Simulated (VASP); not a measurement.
# CdF2 (Fm-3m) in VASP: a series of runs, part 2 of 3

VASP 6.6.1. Earlier steps stand in the parts before.

**3. Elastic constants, PBE**

This run uses another cell than the first one, of 13.77 Å³/atom, 1.053 times its volume.

Contents of POSCAR:

```
CdF2
1.0
    0.0000000000      2.7440336911      2.7440336911
    2.7440336911     -0.0000000000      2.7440336911
    2.7440336911      2.7440336911      0.0000000000
  Cd              F
     1     2
Direct
     0.0000000000000000    0.0000000000000000    0.0000000000000000
     0.2500000000000000    0.2500000000000000    0.2500000000000000
     0.7500000000000000    0.7500000000000000    0.7500000000000000
```

Contents of INCAR.step1:

```
PREC = Accurate ; ENCUT = 600
EDIFF = 1E-8 ; ISMEAR = 0
SIGMA = 0.03 ; LREAL = False
LASPH = True ; NELM = 80
ALGO = Normal ; ISIF = 3
LWAVE = False ; LCHARG = False
GGA = PE ; KPAR = 2
IBRION = 2 ; NSW = 40
EDIFFG = -0.002
```

Contents of INCAR.step2:

```
PREC = Accurate ; ENCUT = 600
EDIFF = 1E-8 ; ISMEAR = 0
SIGMA = 0.03 ; LREAL = False
LASPH = True ; NELM = 80
ALGO = Normal ; ISIF = 3
LWAVE = False ; LCHARG = False
GGA = PE ; KPAR = 2
IBRION = 6 ; NFREE = 2
POTIM = 0.015 ; NSW = 1
```

Contents of KPOINTS:

```
regular mesh
0
Gamma
  10 10 10
```

Potentials or basis: VASP PAW PBE potentials, release 64 (Cd, F).

Started as:

```console
cat potpaw_PBE.64/Cd/POTCAR potpaw_PBE.64/F/POTCAR > POTCAR
cp INCAR.step1 INCAR
mpirun -np 2 vasp_std > vasp.out
cp CONTCAR POSCAR
cp INCAR.step2 INCAR
mpirun -np 2 vasp_std > vasp.out
```

OUTCAR:

```text
PREC = Accurate
   ENCUT = 600
   EDIFF = 1E-8
   ISMEAR = 0
   LREAL = False
   LASPH = True
   NELM = 80
   ISIF = 3
   GGA = PE
   IBRION = 6
   NFREE = 2
   POTIM = 0.015
   NSW = 1

 ion  position               nearest neighbor table
   1  0.000  0.000  0.000-   3 2.38   3 2.38   3 2.38   2 2.38   3 2.38   2 2.38   2 2.38   2 2.38

   2  0.250  0.250  0.250-   1 2.38   1 2.38   1 2.38   1 2.38
   3  0.750  0.750  0.750-   1 2.38   1 2.38   1 2.38   1 2.38

  LATTYP: Found a face centered cubic cell.
 ALAT       =     5.4880673822

  Lattice vectors:

 A1 = (   0.0000000000,   2.7440336911,   2.7440336911)
 A2 = (   2.7440336911,   0.0000000000,   2.7440336911)
 A3 = (   2.7440336911,   2.7440336911,   0.0000000000)

Analysis of symmetry for initial positions (statically):
=====================================================================
 Subroutine PRICEL returns:
 Original cell was already a primitive cell.

 Routine SETGRP: Setting up the symmetry group for a
 face centered cubic supercell.

 Subroutine GETGRP returns: Found 48 space group operations
 (whereof 48 operations were pure point group operations)
 out of a pool of 48 trial point group operations.

The static configuration has the point symmetry O_h .

Analysis of symmetry for dynamics (positions and initial velocities):
=====================================================================
 Subroutine PRICEL returns:
 Original cell was already a primitive cell.

 Routine SETGRP: Setting up the symmetry group for a
 face centered cubic supercell.

 Subroutine GETGRP returns: Found 48 space group operations
 (whereof 48 operations were pure point group operations)
 out of a pool of 48 trial point group operations.

The dynamic configuration has the point symmetry O_h .

 Subroutine INISYM returns: Found 48 space group operations
 (whereof 48 operations are pure point group operations),
 and found     1 'primitive' translations

----------------------------------------------------------------------------------------

                                     Primitive cell

  volume of cell :      41.3236

  direct lattice vectors                    reciprocal lattice vectors
     0.000000000  2.744033691  2.744033691    -0.182213506  0.182213506  0.182213506
     2.744033691  0.000000000  2.744033691     0.182213506 -0.182213506  0.182213506
     2.744033691  2.744033691  0.000000000     0.182213506  0.182213506 -0.182213506

  length of vectors
     3.880649662  3.880649662  3.880649662     0.315603051  0.315603051  0.315603051

  position of ions in fractional coordinates (direct lattice)
     0.000000000  0.000000000  0.000000000
     0.250000000  0.250000000  0.250000000
[... 237 lines left out ...]

[... ionic steps 4 to 14 ...]

--------------------------------------- Ionic step       15  -------------------------------------------

 number of electron      25.9999994 magnetization

------------------------ aborting loop because EDIFF is reached ----------------------------------------
[... 69 lines left out ...]
--------------------------------------- Ionic step       17  -------------------------------------------

 number of electron      25.9999995 magnetization

 Free energy of the ion-electron system (eV)
  ---------------------------------------------------
  ext. energy  EPLUGINS =         0.00000000
  ---------------------------------------------------
  free energy    TOTEN  =       -10.90873588 eV

  energy without entropy =      -10.90873588  energy(sigma->0) =      -10.90873588

 E-fermi :  -1.5707     XC(G=0): -10.1148

 val. band max:       -1.7187239529   @ k =  -0.3000   0.5000   0.2000
 cond. band min:       1.1623425352   @ k =   0.0000   0.0000   0.0000
 fundamental gap:      2.8810664881
 Fermi energy:        -1.5706594875

 k-point     1 :       0.0000    0.0000    0.0000
  band No.  band energies     occupation
      1     -22.2277      2.00000
      2     -21.2677      2.00000
      3      -7.1927      2.00000
      4      -7.1840      2.00000
      5      -7.1755      2.00000
      6      -6.2031      2.00000
[... 457 lines left out ...]
      4      -6.6499      2.00000
      5      -6.5775      2.00000
      6      -6.2036      2.00000
[... 9 lines left out ...]
     16      11.2816      0.00000
     17      11.8913      0.00000

 [... further k-points ...]
[... 5 lines left out ...]
  --------------------------------------------------------------------------------------
  -------------------------------------------------------------------------------------
  Total        0.0049471      0.0036144      0.0036144      0.0000000      0.0206223      0.0000000
  in kB        0.1918080      0.1401373      0.1401373      0.0000000      0.7995560      0.0000000
  external PRESSURE =       0.1573609 kB  Pullay stress =       0.0000000 kB
[... 18 lines left out ...]
  FREE ENERGIE OF THE ION-ELECTRON SYSTEM (eV)
  ---------------------------------------------------
  free  energy   TOTEN  =       -10.9087358754 eV

  energy  without entropy=      -10.9087358754  energy(sigma->0) =      -10.90873588

 INTERNAL STRAIN TENSORS FROM STRAINED CELLS
 ============================================

 INTERNAL STRAIN TENSOR FOR ION    1 for displacements in x,y,z  (eV/Angst):
          X           Y           Z          XY          YZ          ZX
  --------------------------------------------------------------------------------
  x    -0.00000     0.00000     0.00000     0.00000    -0.00000     0.00000
  y    -0.00000     0.00000     0.00000     0.00000    -0.00000     0.00000
  z    -0.00000     0.00000    -0.00000     0.00000    -0.00000     0.00000

 INTERNAL STRAIN TENSORS FROM DISPLACED ATOMS
 ============================================

 INTERNAL STRAIN TENSOR FOR ION    1 for displacements in x,y,z  (eV/Angst):
          X           Y           Z          XY          YZ          ZX
  --------------------------------------------------------------------------------
  x     0.00000     0.00000     0.00000     0.00000     0.00000     0.00000
  y     0.00000     0.00000     0.00000     0.00000     0.00000     0.00000
  z     0.00000     0.00000     0.00000     0.00000     0.00000     0.00000

 INTERNAL STRAIN TENSOR FOR ION    3 for displacements in x,y,z  (eV/Angst):
          X           Y           Z          XY          YZ          ZX
  --------------------------------------------------------------------------------
  x     0.00000     0.00000     0.00000     0.00000     1.37383     0.00000
  y     0.00000     0.00000     0.00000     0.00000     0.00000     1.37383
  z     0.00000     0.00000     0.00000     1.37383     0.00000     0.00000

 Eigenvectors and eigenvalues of the dynamical matrix
 ----------------------------------------------------

   1 f  =    8.626495 THz    54.201867 2PiTHz  287.748902 cm-1    35.676301 meV
             X         Y         Z           dx          dy          dz
      0.000000  0.000000  0.000000     0.000000   -0.000000    0.000000
      1.372017  1.372017  1.372017     0.423249   -0.566445   -0.000000
      4.116051  4.116051  4.116051    -0.423249    0.566445   -0.000000
[... 43 lines left out ...]
   9 f/i=    0.000123 THz     0.000775 2PiTHz    0.004114 cm-1     0.000510 meV
             X         Y         Z           dx          dy          dz
      0.000000  0.000000  0.000000     0.321101    0.800203   -0.062693
      1.372017  1.372017  1.372017     0.132012    0.328980   -0.025775
      4.116051  4.116051  4.116051     0.132012    0.328980   -0.025775

--------------------------------------------------------------------------------------------------------

 ELASTIC MODULI CONTR FROM IONIC RELAXATION (kBar)
 Direction    XX          YY          ZZ          XY          YZ          ZX
 --------------------------------------------------------------------------------
 XX           0.0000      0.0000      0.0000      0.0000      0.0000      0.0000
 YY           0.0000      0.0000      0.0000      0.0000      0.0000      0.0000
 ZZ           0.0000      0.0000      0.0000      0.0000      0.0000      0.0000
 XY           0.0000      0.0000      0.0000    -25.3009      0.0000      0.0000
 YZ           0.0000      0.0000      0.0000      0.0000    -25.3009      0.0000
 ZX           0.0000      0.0000      0.0000      0.0000     -0.0000    -25.3009
 --------------------------------------------------------------------------------

 TOTAL ELASTIC MODULI (kBar)
 Direction    XX          YY          ZZ          XY          YZ          ZX
 --------------------------------------------------------------------------------
 XX        1624.6489    595.5674    595.5674      0.0000     -0.0000     -0.0000
 YY         595.5674   1624.6489    595.5674      0.0000      0.0000      0.0000
 ZZ         595.5674    595.5674   1624.6489     -0.0000      0.0000     -0.0000
 XY           0.0000      0.0000     -0.0000    172.1313      0.0000      0.0000
 YZ          -0.0000      0.0000      0.0000      0.0000    172.1313      0.0000
 ZX          -0.0000      0.0000     -0.0000      0.0000     -0.0000    172.1313
 --------------------------------------------------------------------------------
```

Wall time 8.2 min (2 MPI ranks of AMD EPYC 9R45 (Zen 5), shared host); peak memory 0.47 GiB.

Results:

* Elastic constants C11, C12, C44: 162, 60, 17 GPa
* Voigt bulk modulus: 94 GPa
* Highest phonon frequency at Γ, LO-TO splitting left out: 288 cm⁻¹

Phonon frequencies in cm⁻¹ (negative: imaginary):
```
              q point                    frequencies
(0.000, 0.000, 0.000)  0 0 0 202 202 202 288 288 288
```

Elastic tensor in Voigt notation (GPa, in the Cartesian axes of the cell as first typed):
```
162  60  60   0   0   0
 60 162  60   0   0   0
 60  60 162   0   0   0
  0   0   0  17   0   0
  0   0   0   0  17   0
  0   0   0   0   0  17
```

Clamped-ion elastic tensor (GPa):
```
162  60  60   0   0   0
 60 162  60   0   0   0
 60  60 162   0   0   0
  0   0   0  20   0   0
  0   0   0   0  20   0
  0   0   0   0   0  20
```

**4. Phonons, LDA**

This run uses another cell than the first one, of 12.49 Å³/atom, 0.955 times its volume.

Contents of POSCAR:

```
CdF2
1.0
    0.0000000000      2.6562647190      2.6562647190
    2.6562647190      0.0000000000      2.6562647190
    2.6562647190      2.6562647190      0.0000000000
  Cd              F
     1     2
Direct
     0.0000000000000000    1.0000000000000000    1.0000000000000000
     0.2500000000000000    0.2500000000000000    0.2500000000000000
     0.7500000000000000    0.7500000000000000    0.7500000000000000
```

Contents of INCAR.step1:

```
SYSTEM = CdF2
ALGO = Normal
EDIFF = 1E-8
EDIFFG = -0.002
ENCUT = 600
IBRION = 2
ISIF = 3
ISMEAR = 0
KPAR = 2
LASPH = .TRUE.
LCHARG = .FALSE.
LREAL = .FALSE.
LWAVE = .FALSE.
NELM = 80
NSW = 40
PREC = Accurate
SIGMA = 0.03
```

Contents of INCAR.step2:

```
SYSTEM = CdF2
ALGO = Normal
EDIFF = 1E-8
ENCUT = 600
IBRION = 6
ISIF = 2
ISMEAR = 0
KPAR = 2
LASPH = .TRUE.
LCHARG = .FALSE.
LREAL = .FALSE.
LWAVE = .FALSE.
NELM = 80
NFREE = 2
NSW = 1
POTIM = 0.015
PREC = Accurate
SIGMA = 0.03
```

Contents of KPOINTS:

```
k-points
0
G
  10 10 10
  0 0 0
```

Potentials or basis: VASP PAW LDA potentials, release 64 (Cd, F).

Started as:

```console
cat potpaw_LDA.64/Cd/POTCAR potpaw_LDA.64/F/POTCAR > POTCAR
cp INCAR.step1 INCAR
mpirun -np 2 vasp_std > vasp.out
cp CONTCAR POSCAR
cp INCAR.step2 INCAR
mpirun -np 2 vasp_std > vasp.out
```

OUTCAR:

```text
SYSTEM = CdF2
   EDIFF = 1E-8
   ENCUT = 600
   IBRION = 6
   ISIF = 2
   ISMEAR = 0
   LASPH = .TRUE.
   LREAL = .FALSE.
   NELM = 80
   NFREE = 2
   NSW = 1
   POTIM = 0.015
   PREC = Accurate

 ion  position               nearest neighbor table
   1  0.000  0.000  0.000-   2 2.30   3 2.30   3 2.30   3 2.30   3 2.30   2 2.30   2 2.30   2 2.30

   2  0.250  0.250  0.250-   1 2.30   1 2.30   1 2.30   1 2.30
[... 878 lines left out ...]
  y     0.00000     0.00000     0.00000     0.00000     0.00000     0.00000
  z     0.00000     0.00000     0.00000     0.00000     0.00000     0.00000

 INTERNAL STRAIN TENSOR FOR ION    3 for displacements in x,y,z  (eV/Angst):
          X           Y           Z          XY          YZ          ZX
  --------------------------------------------------------------------------------
  x     0.00000     0.00000     0.00000     0.00000     2.75883     0.00000
  y     0.00000     0.00000     0.00000     0.00000     0.00000     2.75883
  z     0.00000     0.00000     0.00000     2.75883     0.00000     0.00000

 Eigenvectors and eigenvalues of the dynamical matrix
 ----------------------------------------------------

   1 f  =    9.640724 THz    60.574456 2PiTHz  321.579940 cm-1    39.870813 meV
             X         Y         Z           dx          dy          dz
      0.000000  0.000000  0.000000     0.000000   -0.000000   -0.000000
      1.327979  1.327979  1.327979    -0.043671    0.703566    0.055562
      3.983936  3.983936  3.983936     0.043671   -0.703566   -0.055562
[... 43 lines left out ...]
   9 f/i=    0.000432 THz     0.002712 2PiTHz    0.014398 cm-1     0.001785 meV
             X         Y         Z           dx          dy          dz
      0.000000  0.000000  0.000000     0.062987    0.055853    0.860432
      1.327979  1.327979  1.327979     0.025891    0.022958    0.353677
      3.983936  3.983936  3.983936     0.025891    0.022958    0.353677

 ELASTIC MODULI CONTR FROM IONIC RELAXATION (kBar)
 Direction    XX          YY          ZZ          XY          YZ          ZX
 --------------------------------------------------------------------------------
 XX           0.0000      0.0000      0.0000      0.0000      0.0000      0.0000
 YY           0.0000      0.0000      0.0000      0.0000      0.0000      0.0000
 ZZ           0.0000      0.0000      0.0000      0.0000      0.0000      0.0000
 XY           0.0000      0.0000      0.0000    -90.0892      0.0000      0.0000
 YZ           0.0000      0.0000      0.0000      0.0000    -90.0892      0.0000
 ZX           0.0000      0.0000      0.0000      0.0000      0.0000    -90.0892
 --------------------------------------------------------------------------------
```

OUTCAR.step1:

```text
SYSTEM = CdF2
   EDIFF = 1E-8
   EDIFFG = -0.002
   ENCUT = 600
   IBRION = 2
   ISIF = 3
   ISMEAR = 0
   LASPH = .TRUE.
[... 757 lines left out ...]
      1.32798      1.32798      1.32798         0.000000      0.000000      0.000000
      3.98394      3.98394      3.98394        -0.000000     -0.000000     -0.000000
 -----------------------------------------------------------------------------------
    total drift:                                0.000000     -0.000000      0.000000

  FREE ENERGIE OF THE ION-ELECTRON SYSTEM (eV)
  ---------------------------------------------------
  free  energy   TOTEN  =       -12.7401472882 eV

  energy  without entropy=      -12.7401472882  energy(sigma->0) =      -12.74014729

 reached required accuracy - stopping structural energy minimisation
```

Run time: 93 s. Hardware: 2 MPI ranks of Intel Xeon Platinum 8559C (Emerald Rapids), shared host; peak memory 0.31 GiB.

Results:

* Highest phonon frequency at Γ, LO-TO splitting left out: 322 cm⁻¹

Phonon frequencies in cm⁻¹ (negative: imaginary):
| q point | frequencies |
| --- | --- |
| (0.000, 0.000, 0.000) | 0 0 0 246 246 246 322 322 322 |

(Part 2 of 3 ends here.)
